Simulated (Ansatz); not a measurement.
# TiB2 (P6/mmm) in Ansatz: further runs, part 2 of 2

Ansatz 0.2.0. The steps go on from the part before.

## Step 3: Projected density of states, LDA+U

input.yaml reads:

```yaml
crystal:
  lattice:
    - [3.0292, 0.0, 0.0]
    - [-1.5146, 2.6233641531, 0.0]
    - [0.0, 0.0, 3.2284]
  atoms:
    - { symbol: Ti, position: [0.0, 0.0, 0.0] }
    - { symbol: B, position: [0.6666666667, 0.3333333333, 0.5] }
    - { symbol: B, position: [0.3333333333, 0.6666666667, 0.5] }
hamiltonian:
  xc: lda
  pseudopotentials: { kind: paw }
  hubbard: { sites: [{ species: Ti, l: d, u_eff: 5.0 }] }
kpoints:
  mp_grid: { grid: [10, 10, 8] }
scf:
  occupations: { method: fermi_dirac, width: 0.05 }
  n_extra_bands: 7
output:
  forces: true
  stress: true
  eigenvalues: true
  dos: { projected: true, de: 0.05, nscf_kmesh: { grid: [15, 15, 12] } }
  write_density: true
  write_potential: true
  elf: true
  volumetric_format: npy
```

Potentials or basis: Ansatz PAW.

Command:

```console
ansatz run input.yaml --threads 2 --pin off --max-ram 5632MiB --backend cpu --events-out ev --progress --plain --runs-dir out
```

Standard output:

```text
Warning: RAYON_NUM_THREADS=2 ignored (pool sized by the plan → 2); use --threads N
Ti: projections on atomic orbitals take those of the free atom [Ne] 3s2 3p6 3d2 4s2, of charge +0.00 (hamiltonian.pseudopotentials.projection_atoms); the dataset's partial waves leave at most 4.1e-7 of an orbital's norm unspanned inside its sphere
B: projections on atomic orbitals take those of the free atom [He] 2s2 2p1, of charge +0.00 (hamiltonian.pseudopotentials.projection_atoms); the dataset's partial waves leave at most 3.0e-9 of an orbital's norm unspanned inside its sphere
scf.n_extra_bands = 7 over 9 filled bands (N_el = 18.0): the run solves 16 bands
Engine: ansatz 0.2.0, aarch64-unknown-linux-gnu
Pseudopotentials: kind: paw
Pseudopotential: Ti, paw, valence charge 12, recommended cutoff 420 eV (normal), Ti.paw.azcp
Pseudopotential: B, paw, valence charge 3, recommended cutoff 420 eV (normal), B.paw.azcp
Functional definition: SPW92
  exchange = slater_x
  correlation = pw_c
Crystal: 3 atoms, lattice volume = 25.655 Å³
Basis set: ecut = 420 eV, 503 PW (Γ)
Bands: 16, of which v1, the nominal top of the filled ones, is band 9 counted from 1 (8 counted from 0)
Symmetry: 24 space group operations
Space group: P6/mmm (ITA 191), of the structure as read, at distance tolerance 2.9e-5 Å
k-points: 70 of 800
Non-local potential: Ti, projectors of the file, l = 0: 3, l = 1: 2, l = 2: 3, l = 3: 1
Non-local potential: B, projectors of the file, l = 0: 2, l = 1: 2, l = 2: 1
PAW form: soft (Blöchl's): semilocal exchange-correlation on the pseudo side does not see the compensation charge
PAW frozen core: Ti, regenerated for the run's functional, and the local potential with it (the file was generated under x = pbe(κ = 0.804, μ = 0.2195149727645171), c = pbe(β = 0.06672455060314922))
PAW frozen core: B, regenerated for the run's functional, and the local potential with it (the file was generated under x = pbe(κ = 0.804, μ = 0.2195149727645171), c = pbe(β = 0.06672455060314922))
[... 25 lines left out ...]
--- Per-component energies (eV) ---
  E_band       = -97.253091
  E_kinetic    = 375.883209
  E_local      = -786.815198  (includes V_loc(G=0)·N_el)
  E_nonlocal   = 32.455820
  E_hartree    = 328.489811
  E_xc         = -164.332600
  E_vxc        = -202.594638  (∫ρ·V_xc dr)
  E_hubbard    = 5.002499  (on-site DFT+U / exact-exchange correction)
  E_vhub       = 3.059557  (the Hubbard potential's part of the band-sum identity)
  E_paw        = -1143.079603  (= ΣΔE_a)
  E_vpaw       = -176.218870  (= ΣTr[D̂ρ^β])
  E_aug_tail   = 0.000071  (compensation charges beyond the density's cutoff)
  E_ewald      = -1396.182920
  E_core_change = 0.417619  (= ΣΔE_core)
  E_smearing   = -0.007148  (= −TS)
  E_closure    = -0.000000  (closes the sum)
  Σ components = -2748.168440   (vs F -2748.168440, Δ=0.00e0)
--- Forces (eV/Å), atoms counted from 1 ---
  atom   1  Ti    -0.00000000     0.00000000     0.00000000
  atom   2  B      0.00000000     0.00000000     0.00000000
  atom   3  B     -0.00000000    -0.00000000     0.00000000
  max |Σ_I F_I| component: 5.55e-17 eV/Å
--- Stress (GPa, compression-positive) ---
       -7.868644       0.000000      -0.000000
       -0.000000      -7.868644      -0.000000
       -0.000000      -0.000000      -4.351179
  P = ⅓ Tr σ = -6.6962 GPa (-66.962 kbar)
--- Band table (eV; the first three rows and the last of 70) ---
  k-point 0: bands = ["-42.1591", "-18.8124", "-18.4600", "-18.4600", "1.7068", "12.6904", "12.6904", "12.7338", "13.5992", "17.3436", "17.3436", "18.8660", "18.8660", "20.8327", "20.8327", "22.1160"]
  k-point 1: bands = ["-42.1566", "-18.8405", "-18.4577", "-18.4577", "1.9120", "11.3687", "12.8512", "12.8512", "14.7437", "16.8574", "16.8574", "18.5262", "18.5262", "21.5856", "21.5856", "22.0254"]
  k-point 2: bands = ["-42.1501", "-18.9083", "-18.4522", "-18.4522", "2.4826", "9.6265", "13.3200", "13.3200", "15.9513", "16.0601", "16.0601", "17.6508", "17.6508", "21.8259", "23.1130", "23.1130"]
  k-point 69: bands = ["-42.0845", "-18.9054", "-18.7414", "-18.6668", "6.3910", "7.3698", "9.4728", "11.7886", "12.1969", "18.0613", "19.0873", "19.3633", "19.6186", "20.1338", "21.9301", "25.7524"]
Occupation matrices written to <dir>
```

Run time: 4 s. Hardware: 2 threads of Arm Neoverse V1, shared host; peak memory 0.36 GiB.

Results:

* Free energy: -2748.1684 eV
* Pressure: -6.7 GPa
* Band gap on the k mesh: none (metal or under the smearing width)
* Density of states at the Fermi level: 0.28 states/eV per cell

States per cell in windows of 0.5 eV (zero at the Fermi level; states under -8 eV left out):
| from (eV) | total | Ti 3d | B 2p | B 2s | Ti 4s | Ti 3p | Ti 3s |
| --- | --- | --- | --- | --- | --- | --- | --- |
| -8.0 | 0.33 | 0.04 | 0.19 | 0.08 | 0.01 | 0.01 | 0.01 |
| -7.5 | 0.29 | 0.04 | 0.17 | 0.06 | 0.01 | 0.00 | 0.01 |
| -7.0 | 0.31 | 0.04 | 0.19 | 0.05 | 0.01 | 0.00 | 0.01 |
| -6.5 | 0.40 | 0.06 | 0.26 | 0.04 | 0.02 | 0.01 | 0.01 |
| -6.0 | 0.38 | 0.06 | 0.27 | 0.03 | 0.01 | 0.01 | 0.01 |
| -5.5 | 0.52 | 0.09 | 0.37 | 0.04 | 0.02 | 0.01 | 0.01 |
| -5.0 | 0.56 | 0.10 | 0.40 | 0.03 | 0.01 | 0.01 | 0.01 |
| -4.5 | 0.69 | 0.13 | 0.50 | 0.02 | 0.01 | 0.01 | 0.00 |
| -4.0 | 0.79 | 0.17 | 0.58 | 0.01 | 0.01 | 0.01 | 0.00 |
| -3.5 | 1.03 | 0.34 | 0.66 | 0.01 | 0.01 | 0.01 | 0.00 |
| -3.0 | 0.59 | 0.25 | 0.33 | 0.00 | 0.00 | 0.00 | 0.00 |
| -2.5 | 0.39 | 0.22 | 0.16 | 0.00 | 0.00 | 0.00 | 0.00 |
| -2.0 | 0.42 | 0.29 | 0.12 | 0.01 | 0.00 | 0.00 | 0.00 |
| -1.5 | 0.44 | 0.33 | 0.09 | 0.00 | 0.01 | 0.00 | 0.00 |
| -1.0 | 0.31 | 0.25 | 0.06 | 0.00 | 0.00 | 0.00 | 0.00 |
| -0.5 | 0.13 | 0.11 | 0.02 | 0.00 | 0.00 | 0.00 | 0.00 |
| 0.0 | 0.23 | 0.19 | 0.04 | 0.00 | 0.00 | 0.00 | 0.00 |
| 0.5 | 0.47 | 0.39 | 0.07 | 0.00 | 0.00 | 0.00 | 0.00 |
| 1.0 | 0.68 | 0.58 | 0.09 | 0.00 | 0.00 | 0.00 | 0.00 |
| 1.5 | 0.99 | 0.80 | 0.15 | 0.02 | 0.00 | 0.00 | 0.00 |
| 2.0 | 1.27 | 1.08 | 0.15 | 0.02 | 0.01 | 0.00 | 0.00 |
| 2.5 | 1.77 | 1.50 | 0.22 | 0.03 | 0.00 | 0.00 | 0.00 |
| 3.0 | 0.86 | 0.63 | 0.17 | 0.05 | 0.00 | 0.00 | 0.00 |
| 3.5 | 0.71 | 0.46 | 0.17 | 0.06 | 0.01 | 0.00 | 0.00 |
| 4.0 | 0.70 | 0.43 | 0.17 | 0.07 | 0.02 | 0.00 | 0.00 |
| 4.5 | 0.33 | 0.17 | 0.11 | 0.03 | 0.02 | 0.00 | 0.00 |
| 5.0 | 0.45 | 0.19 | 0.18 | 0.03 | 0.02 | 0.00 | 0.00 |
| 5.5 | 0.47 | 0.15 | 0.24 | 0.03 | 0.01 | 0.00 | 0.00 |
| 6.0 | 0.59 | 0.14 | 0.35 | 0.05 | 0.01 | 0.00 | 0.00 |
| 6.5 | 0.72 | 0.11 | 0.42 | 0.10 | 0.02 | 0.00 | 0.00 |
| 7.0 | 0.46 | 0.04 | 0.16 | 0.14 | 0.05 | 0.00 | 0.00 |
| 7.5 | 0.75 | 0.08 | 0.23 | 0.26 | 0.07 | 0.00 | 0.00 |

Eigenvalues of the final occupation matrices:
```csv
site,spin,trace,eigenvalues
site 1,1,1.39,0.24 0.27 0.27 0.30 0.30
```

Caveat: U without spin polarisation on a metal has little footing; the PAW data sets come from PBE, with cores solved anew for the run's functional, which leaves a small shift of forces and pressure; the U is typed as a test and isn't derived for this compound; the density of states is complete only up to the lowest level of the last band computed.

## Step 4: Projected density of states, LDA+U

Edit input.yaml of step 3 so:

```diff
@@ -12,3 +12,3 @@
   pseudopotentials: { kind: paw }
-  hubbard: { sites: [{ species: Ti, l: d, u_eff: 5.0 }] }
+  hubbard: { sites: [{ species: Ti, l: d, u_eff: 6.0 }] }
 kpoints:
```

Command:

```console
ansatz run input.yaml --threads 2 --pin off --max-ram 5632MiB --backend cpu --events-out ev --progress --plain --runs-dir out
```

It took 4 s on 2 threads of Arm Neoverse V1, shared host; peak memory 0.36 GiB.

The run converged. Its results:

- Free energy: -2747.1718 eV
- Pressure: -5.7 GPa
- Band gap on the k mesh: none (metal or under the smearing width)
- Density of states at the Fermi level: 0.27 states/eV per cell

Stress tensor (GPa, compression positive):
```
-7.20  0.00  0.00
 0.00 -7.20  0.00
 0.00  0.00 -2.59
```

Levels at points of the mesh, in eV from the Fermi level:
| k point | band 7 | band 8 | band 9 | band 10 | band 11 | band 12 |
| --- | --- | --- | --- | --- | --- | --- |
| (0.00, 0.00, 0.00) | -2.77 | -2.77 | -1.74 | 1.93 | 1.93 | 3.39 |
| (0.00, 0.00, -0.50) | -0.87 | -0.87 | -0.13 | -0.13 | 0.39 | 0.39 |
| (0.00, -0.50, 0.00) | -3.62 | -3.26 | -2.07 | 1.42 | 2.57 | 2.91 |
| (0.00, -0.50, -0.50) | -4.79 | -3.96 | -3.68 | 2.66 | 2.75 | 4.21 |

States per cell in windows of 1 eV (zero at the Fermi level; states under -8 eV left out):
```
from (eV)  total  Ti 3d  B 2p  B 2s  Ti 4s  Ti 3p  Ti 3s
     -8.0   0.61   0.08  0.36  0.13   0.02   0.01   0.01
     -7.0   0.73   0.10  0.48  0.09   0.03   0.01   0.02
     -6.0   0.91   0.15  0.64  0.07   0.02   0.01   0.01
     -5.0   1.30   0.24  0.95  0.05   0.03   0.02   0.01
     -4.0   1.79   0.51  1.21  0.02   0.02   0.02   0.00
     -3.0   0.91   0.45  0.44  0.00   0.00   0.00   0.00
     -2.0   0.84   0.61  0.20  0.01   0.01   0.00   0.00
     -1.0   0.43   0.35  0.07  0.00   0.00   0.00   0.00
      0.0   0.72   0.61  0.10  0.00   0.00   0.00   0.00
      1.0   1.71   1.42  0.25  0.02   0.00   0.00   0.00
      2.0   3.11   2.63  0.38  0.06   0.01   0.00   0.00
      3.0   1.52   1.04  0.33  0.11   0.01   0.00   0.00
      4.0   1.05   0.60  0.28  0.10   0.05   0.00   0.00
      5.0   0.93   0.33  0.44  0.07   0.03   0.00   0.00
      6.0   1.27   0.23  0.72  0.16   0.04   0.00   0.00
      7.0   1.29   0.13  0.42  0.42   0.13   0.00   0.01
```

Eigenvalues of the final occupation matrices:
| site | spin | trace | eigenvalues |
| --- | --- | --- | --- |
| site 1 | 1 | 1.37 | 0.23 0.27 0.27 0.30 0.30 |

Caveat: U without spin polarisation on a metal has little footing; the PAW data sets come from PBE, with cores solved anew for the run's functional, which leaves a small shift of forces and pressure; the U is typed as a test and isn't derived for this compound; the density of states is complete only up to the lowest level of the last band computed.

## Step 5: Projected density of states, LDA+U

Edit input.yaml of step 4 so:

```diff
@@ -12,3 +12,3 @@
   pseudopotentials: { kind: paw }
-  hubbard: { sites: [{ species: Ti, l: d, u_eff: 6.0 }] }
+  hubbard: { sites: [{ species: Ti, l: d, u_eff: 8.0 }] }
 kpoints:
@@ -23,5 +23 @@
   dos: { projected: true, de: 0.05, nscf_kmesh: { grid: [15, 15, 12] } }
-  write_density: true
-  write_potential: true
-  elf: true
-  volumetric_format: npy
```

Potentials or basis: Ansatz PAW.

Command:

```console
ansatz run input.yaml --threads 2 --pin off --max-ram 5632MiB --backend cpu --events-out ev --progress --plain --runs-dir out
```

Standard output:

```text
Warning: RAYON_NUM_THREADS=2 ignored (pool sized by the plan → 2); use --threads N
Ti: projections on atomic orbitals take those of the free atom [Ne] 3s2 3p6 3d2 4s2, of charge +0.00 (hamiltonian.pseudopotentials.projection_atoms); the dataset's partial waves leave at most 4.1e-7 of an orbital's norm unspanned inside its sphere
B: projections on atomic orbitals take those of the free atom [He] 2s2 2p1, of charge +0.00 (hamiltonian.pseudopotentials.projection_atoms); the dataset's partial waves leave at most 3.0e-9 of an orbital's norm unspanned inside its sphere
scf.n_extra_bands = 7 over 9 filled bands (N_el = 18.0): the run solves 16 bands
Engine: ansatz 0.2.0, aarch64-unknown-linux-gnu
Pseudopotentials: kind: paw
Pseudopotential: Ti, paw, valence charge 12, recommended cutoff 420 eV (normal), Ti.paw.azcp
Pseudopotential: B, paw, valence charge 3, recommended cutoff 420 eV (normal), B.paw.azcp
Functional definition: SPW92
  exchange = slater_x
  correlation = pw_c
Crystal: 3 atoms, lattice volume = 25.655 Å³
[... 48 lines left out ...]
  E_aug_tail   = 0.000071  (compensation charges beyond the density's cutoff)
  E_ewald      = -1396.182920
  E_core_change = 0.417619  (= ΣΔE_core)
  E_smearing   = -0.005633  (= −TS)
  E_closure    = 0.000000  (closes the sum)
  Σ components = -2745.203873   (vs F -2745.203873, Δ=0.00e0)
--- Forces (eV/Å), atoms counted from 1 ---
  atom   1  Ti    -0.00000000     0.00000000     0.00000000
  atom   2  B     -0.00000000     0.00000000     0.00000000
  atom   3  B      0.00000000    -0.00000000     0.00000000
  max |Σ_I F_I| component: 3.94e-31 eV/Å
--- Stress (GPa, compression-positive) ---
       -5.849881       0.000000      -0.000000
        0.000000      -5.849881      -0.000000
       -0.000000      -0.000000       1.500848
  P = ⅓ Tr σ = -3.3996 GPa (-33.996 kbar)
--- Band table (eV; the first three rows and the last of 70) ---
  k-point 0: bands = ["-42.6060", "-19.2815", "-18.8611", "-18.8611", "1.8015", "12.8179", "12.9315", "12.9315", "14.2904", "17.7728", "17.7728", "19.0627", "19.0627", "20.9301", "20.9301", "22.2200"]
  k-point 1: bands = ["-42.6033", "-19.3080", "-18.8589", "-18.8589", "2.0051", "11.5556", "13.0903", "13.0903", "15.3288", "17.2698", "17.2698", "18.7304", "18.7304", "21.6977", "21.6977", "22.1300"]
  k-point 2: bands = ["-42.5960", "-19.3724", "-18.8536", "-18.8536", "2.5735", "9.7713", "13.5522", "13.5522", "16.4700", "16.4700", "16.5557", "17.8738", "17.8738", "21.9316", "23.2226", "23.2226"]
  k-point 69: bands = ["-42.5336", "-19.3712", "-19.1338", "-19.0611", "6.6752", "7.6485", "9.5863", "11.9129", "12.3871", "18.6679", "19.2285", "19.6410", "19.8771", "20.2087", "21.8647", "25.8639"]
Occupation matrices written to <dir>
```

Run time: 4 s. Hardware: 2 threads of Arm Neoverse V1, shared host; peak memory 0.32 GiB.

Results:

* Free energy: -2745.2039 eV
* Pressure: -3.4 GPa
* Band gap on the k mesh: none (metal or under the smearing width)
* Density of states at the Fermi level: 0.24 states/eV per cell

Stress tensor (GPa, compression positive):
```
-5.85  0.00  0.00
 0.00 -5.85  0.00
 0.00  0.00  1.50
```

States per cell in windows of 1 eV (zero at the Fermi level; states under -8 eV left out):
```tsv
from (eV)	total	Ti 3d	B 2p	B 2s	Ti 4s	Ti 3p	Ti 3s
-8.0	0.59	0.08	0.35	0.12	0.02	0.01	0.01
-7.0	0.75	0.10	0.50	0.09	0.03	0.01	0.02
-6.0	0.93	0.15	0.66	0.07	0.03	0.01	0.01
-5.0	1.37	0.24	1.02	0.05	0.03	0.02	0.01
-4.0	1.71	0.50	1.15	0.02	0.01	0.02	0.00
-3.0	0.83	0.42	0.40	0.00	0.00	0.00	0.00
-2.0	0.78	0.57	0.19	0.01	0.01	0.00	0.00
-1.0	0.46	0.37	0.08	0.00	0.01	0.00	0.00
0.0	0.72	0.61	0.10	0.00	0.00	0.00	0.00
1.0	1.70	1.41	0.24	0.02	0.01	0.00	0.00
2.0	3.22	2.72	0.39	0.07	0.01	0.00	0.00
3.0	1.54	1.05	0.33	0.11	0.02	0.00	0.00
4.0	1.09	0.61	0.29	0.10	0.05	0.00	0.00
5.0	0.97	0.32	0.48	0.07	0.02	0.00	0.00
6.0	1.25	0.21	0.66	0.20	0.07	0.00	0.00
7.0	1.34	0.14	0.42	0.42	0.13	0.00	0.01
```

Eigenvalues of the final occupation matrices:
```
  site  spin  trace               eigenvalues
site 1     1   1.34  0.21 0.26 0.26 0.31 0.31
```

Caveat: U without spin polarisation on a metal has little footing; the PAW data sets come from PBE, with cores solved anew for the run's functional, which leaves a small shift of forces and pressure; the U is typed as a test and isn't derived for this compound; the density of states is complete only up to the lowest level of the last band computed.

## Step 6: Overview

```tsv
U	gap on the mesh (eV)	pressure (GPa)
Ti d U = 4 eV	none	-7.7
Ti d U = 5 eV	none	-6.7
Ti d U = 6 eV	none	-5.7
Ti d U = 8 eV	none	-3.4
```

Alike in all rows: task projected density of states; level LDA+U; potentials or basis Ansatz PAW; no spin polarisation; cell as given; k mesh 10 × 10 × 8; cutoff (eV) 420; smearing fermi-dirac 0.05 eV.

Every run on the cell as given and a fine mesh finds a metal.

Caveats: U without spin polarisation on a metal has little footing; the PAW data sets come from PBE, with cores solved anew for the run's functional, which leaves a small shift of forces and pressure; the U is typed as a test and isn't derived for this compound; the density of states is complete only up to the lowest level of the last band computed.

Absolute energies hang on the potentials; compare differences alone.
